Molybdenum disulfide is a stack of sheets held together weakly, so its electrons should hardly notice the direction from one sheet to the next. If they did, each level should drift gently as the wave's phase changes from layer to layer. The calculation contradicts both expectations for two levels and bears out the first for the others. The difference explains why the highest filled state found on the mesh of calculated points lies at the far end of the stacking axis and not at the zone centre. A mesh can miss the true band edge. The in-plane zone corner, whose coordinates are thirds, is not on this one and is left out of the comparison, so a higher filled state there or between the mesh points is not ruled out.

MoS₂ (space group R3m, three atoms per cell) at fixed geometry, computed with ABACUS 3.10.1 using PBE, PseudoDojo NC SR 0.4.1 PBE standard pseudopotentials, plane waves to 1102 eV, a 10×10×10 k mesh and Fermi–Dirac smearing of 0.05 eV, without spin polarisation or spin–orbit coupling. Levels are numbered outwards from the gap, with energies relative to the valence top on the mesh.

| point a (reciprocal cell vector) | point b (reciprocal cell vector) | point c (reciprocal cell vector) | level under 4 (eV) | level under 3 (eV) | level under 2 (eV) | level under 1 (eV) | level over 1 (eV) | level over 2 (eV) |
| --- | --- | --- | --- | --- | --- | --- | --- | --- |
| 0.0000 | 0.0000 | 0.0000 | -2.351 | -2.351 | -1.272 | -1.174 | 2.017 | 2.017 |
| 0.3000 | 0.0000 | 0.0000 | -3.609 | -2.317 | -1.934 | -1.732 | 1.318 | 1.644 |
| 0.5000 | 0.0000 | 0.0000 | -4.074 | -2.364 | -1.682 | -1.501 | 1.570 | 2.005 |
| 0.1000 | 0.1000 | 0.0000 | -2.888 | -2.580 | -1.406 | -0.898 | 1.896 | 2.035 |
| 0.1000 | 0.1000 | 0.1000 | -2.348 | -2.348 | -1.758 | -0.769 | 2.024 | 2.024 |
| -0.1000 | 0.1000 | 0.1000 | -3.095 | -2.890 | -1.474 | -1.241 | 1.302 | 1.872 |
| 0.5000 | 0.5000 | 0.5000 | -3.500 | -2.323 | -2.323 | 0.000 | 2.112 | 2.112 |

The three point coordinates say how the phase of the electron wave advances along the three cell vectors. When they are equal, the point lies on the stacking axis, and the phase step θ between neighbouring layers is 360° times the common coordinate. Rows 1, 5 and 7 are such points, with θ = 0°, 36° and 180°. The levels are sorted by energy and counted from the valence top, so a column need not follow one band.

Row 1 is the zone centre, where every layer carries the same phase. The two highest filled levels, at −1.174 and −1.272 eV, almost coincide. Below them lies a degenerate pair, and the lowest empty levels form another. The threefold axis and the mirror planes through it protect such pairs, which consist of orbitals lying in or tilted towards the plane of the sheet. The single levels belong to orbitals that point along the axis: sulfur p<sub>z</sub>, mixed with molybdenum d<sub>z²</sub>. This assignment rests on symmetry and the known chemistry of the compound; orbital characters were not computed.

Rows 2 to 4 leave the axis, and the degeneracies disappear with the threefold symmetry. Row 2 is instructive because its average phase step per layer is again 36°, as in row 5; the two points differ only in how the phase advances within the sheet. The highest filled level lies at −1.732 eV in row 2 but at −0.769 eV in row 5. Bonding within the sheet therefore matters as much as one would think for a strongly bound layer, and among the points listed the effect of stacking is seen cleanly only on the axis.

Row 5 returns to the axis, and here the gentle drift fails. The tempting explanation gives each level its own band, with electrons hopping only to the next layer. Its energy then follows a cosine of θ, which is flat at the start: at 36° it has covered only a tenth of the way to its value at 180°. The upper single level has by then made about a third of its total rise. A band fixed by rows 1 and 7 would lie 0.29 eV too low in row 5.

One could rescue the lone band by letting electrons hop directly to the second layer as well. To pass through all three axial points, that longer hop must be about 70% as strong as the hop to the nearest layer, which is hard to believe over twice the distance. The calculation itself also objects. The repaired band would reach 0.36 eV above the valence top at the point (0.3, 0.3, 0.3), which belongs to the mesh used, and no filled level on that mesh can lie above the zero.

The explanation that survives starts from the fact that each sheet has two sulfur faces. Their p<sub>z</sub> orbitals couple in two ways: through the sheet, with the help of molybdenum, and across the gap to the facing sulfur plane of the next sheet. At θ = 0° the two couplings work against each other. The combination that molybdenum d<sub>z²</sub> pushes up is bonding across the gap. The other changes sign across the molybdenum plane and so escapes that push, but it is antibonding across the gap. If they are about equally strong, they cancel and the two levels nearly meet. Row 1 suggests that this is the case here.

At θ = 180° every second layer changes sign, and the couplings reinforce each other. One combination is now antibonding both towards molybdenum and across the gap, and it becomes the valence top. The other still escapes the push from molybdenum, is now bonding across the gap, and sinks. All along the axis the two levels have the same symmetry, so they can mix and repel. The coupling that mixes them grows as sin θ, so two nearly coincident levels separate almost in proportion to θ, whereas a lone cosine band starts with θ². That is why a small phase step has such a large effect.

For two faces with coupling t through the sheet, coupling g across the gap and an energy difference d between the faces, the splitting Δ of the single levels obeys

Δ² = d² + 4(t² + g² − 2tg cos θ).

The square of the splitting is thus linear in cos θ, and its two end values fix it. They are 0.098 eV in row 1 and 3.500 eV in row 7. For row 5, which was not used to set the constants, (1 − cos 36°)/2 = 0.0955, so

Δ² ≈ 0.098² + 0.0955 × (3.500² − 0.098²) ≈ 1.18 eV²,

and Δ ≈ 1.09 eV. The computed splitting is 0.989 eV, so the estimate is 10% too high, provided the level at −3.500 eV in row 7 is the lower single level. Two independent cosines with the same end values give only 0.42 eV. One interior point is a thin test, but it separates the two pictures clearly. The remaining excess probably reflects mixing with other levels of the same symmetry, which a model of two orbitals leaves out. The model also moves the two levels equally far in opposite directions, whereas from row 1 to row 7 the lower one falls at least about twice as far as the upper one rises. Part of the reason may be that the upper level is expected to sit largely on molybdenum, away from the gap.

Row 6 steps off the axis once more, and the highest filled level falls back to −1.241 eV. Row 7 then completes the axis. The upper single level has risen by 1.174 eV since row 1, while the filled pair has moved by only 0.03 eV and the empty pair by 0.10 eV. These pairs serve as a control: a shift common to all levels would have carried them along. Their orbitals point sideways rather than at the facing sulfur atoms, and the σ and π parts of that weak hop are expected to cancel in part, so the phase of the next layer hardly concerns them.

Two cautions belong to the ends of the axis. The level at −3.500 eV in row 7 is taken as the lower single level, but a second filled pair is expected not far below the first, and this level may well belong to it, with the single level lower still. The table cannot tell, so 3.500 eV is a lower bound on the end splitting. The independent cosines would need an end splitting of 9.4 eV to match row 5, against 3.2 eV for the coupled faces, so a moderately deeper level would worsen the estimate of the coupled faces without reversing the verdict. An end splitting of 4.0 eV, for example, would give 1.24 eV from the coupled faces and 0.47 eV from the cosines. The near coincidence in row 1 is more delicate. The atoms were held at a given geometry in which the sulfur atoms still feel forces of about 0.5 eV/Å and the cell, computed without a dispersion term, is under 7.0 GPa of compression along the stacking axis, and a balance between two couplings shifts when distances change. The lattice is also static, without thermal motion, and the mesh and cutoff are usual working values, not converged limits, so the small splitting in row 1 should not be read as exact.

The common 2H stacking makes a useful comparison. Its cell holds two layers, so the states with phase steps of 0° and 180° both appear at the zone centre, and the valence top is found there. The label of the point changes, but the state is still the one that is antibonding across the gap. In a single sheet there is no neighbour to push this level up. To guess the behaviour of another layered crystal, ask first which orbitals point into the gap, and then at which phase their facing lobes have opposite signs.
